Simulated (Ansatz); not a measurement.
Runs of Ansatz 0.2.0 on ZnS. It takes space group F-43m (No. 216, cubic). The conventional cell has a = 5.404 Å, b = 5.404 Å, c = 5.404 Å, α = 90.00°, β = 90.00°, γ = 90.00°. Around Zn (site symmetry -43m) lie 4 S at 2.34 Å. S (site symmetry -43m) is surrounded by 4 Zn at 2.34 Å. 

```csv
task,level,cell,k mesh,cutoff (eV),smearing,basis error allowed,mesh quality,gap on the mesh (eV),pressure (GPa),relaxed volume (Å³/atom)
phonons,PBEsol,as given,7 × 7 × 7,303,fermi-dirac 0.05 eV,0.001 eV/atom,not flagged,1.98,-,-
relaxation of cell and atoms,revPBE+D4,relaxed,9 × 9 × 9,-,fermi-dirac 0.05 eV,0.001 eV/atom,not flagged,(a),0.0,19.21
relaxation of cell and atoms,RPBE+D3(BJ),relaxed,9 × 9 × 9,-,fermi-dirac 0.05 eV,0.001 eV/atom,not flagged,2.65,0.0,18.13
single point,PBE,as given,9 × 9 × 9,280,gaussian 0.017 eV,0.001 eV/atom,not flagged,2.11,1.6,-
single point,PBE,as given,9 × 9 × 9,280,gaussian 0.027 eV,0.001 eV/atom,not flagged,2.11,1.6,-
single point,PBE,as given,9 × 9 × 9,280,gaussian 0.02 eV,0.001 eV/atom,not flagged,2.11,1.6,-
single point,PBE,as given,9 × 9 × 9,280,gaussian 0.025 eV,0.001 eV/atom,not flagged,2.11,1.6,-
single point,PBE,as given,4 × 4 × 4,257,fermi-dirac 0.06 eV,0.002 eV/atom,coarse,(b),1.9,-
```

Alike in all rows: potentials or basis all-electron LAPW, scalar-relativistic; no spin polarisation.

**Question.** Estimate the missing entries.

**Answer.** (a) 2.35; (b) 2.10.

Caveats: some runs use coarse meshes; an odd mesh through Γ misses points on the zone boundary, where band edges often lie (some runs).
